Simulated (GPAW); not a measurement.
Set up this calculation in GPAW 26.7.0, as an ASE script.

```
Task                : relaxation of cell and atoms
Functional          : PBEsol
Potentials or basis : PAW data sets generated in the run's folder for this functional
Cutoff              : 600 eV
Basis               : pw
k mesh              : 12 × 12 × 12
Occupations         : fermi-dirac, width 0.05 eV
Spin                : no spin polarisation
Maxiter             : 150
Optimizer           : BFGS
Fmax                : 0.02 eV/Å
Max steps           : 60
Convergence         : density=1e-05 forces=0.0001
```

The system is Pd.

```xyz
1
Lattice="0.0000 1.9465 1.9465 1.9465 0.0000 1.9465 1.9465 1.9465 0.0000" Properties=species:S:1:pos:R:3 pbc="T T T"
Pd    0.0000    0.0000    0.0000
```

These files were run (other wordings do the same):

run.py

```python
from ase import Atoms
from ase.filters import FrechetCellFilter
from ase.io import write
from ase.optimize import BFGS
from gpaw import GPAW, PW, setup_paths

setup_paths.insert(0, '.')

atoms = Atoms(['Pd'],
              cell=[[0.0, 1.9465, 1.9465],
                    [1.9465, 0.0, 1.9465],
                    [1.9465, 1.9465, 0.0]],
              scaled_positions=[[0.0, 0.0, 0.0]],
              pbc=True)

calc = GPAW(mode=PW(600),
            xc='PBEsol',
            kpts={'size': (12, 12, 12), 'gamma': True},
            occupations={'name': 'fermi-dirac', 'width': 0.05},
            nbands=17,
            convergence={'density': 1e-05, 'forces': 0.0001},
            maxiter=150,
            txt='gpaw.txt')
atoms.calc = calc
opt = BFGS(FrechetCellFilter(atoms), trajectory='relax.traj', logfile='-')
done = opt.run(fmax=0.02, steps=60)
calc.write('gs.gpw')
write('result.traj', atoms)
print('Converged:', done)
print('Cell:', atoms.cell.cellpar().round(4))
print('Volume:', round(atoms.get_volume(), 4))
print(atoms.get_scaled_positions().round(5))
```

Potentials or basis: PAW data sets generated in the run's folder for this functional, pw.

The run is started by

```bash
$ gpaw-setup -f PBEsol Pd
$ OMP_NUM_THREADS=1 python run.py
```

It gave:

* Relaxed volume: 14.56 Å³/atom
* Relaxed cell: a = 2.741 Å, b = 2.741 Å, c = 2.741 Å, α = 60.00°, β = 60.00°, γ = 60.00°
* Space group after relaxing (to 0.05 Å): Fm-3m (No. 225)
* Energy gained by relaxing: 1.6 meV/atom
* Ionic steps: 3
* Pressure after relaxing: 0.0 GPa
* Band gap on the k mesh: none (metal or under the smearing width)

Caveat: later steps reuse the first step's grids.

Run time: 34 s on 1 thread of Arm Neoverse V1 (shared host), peak memory 0.17 GiB.
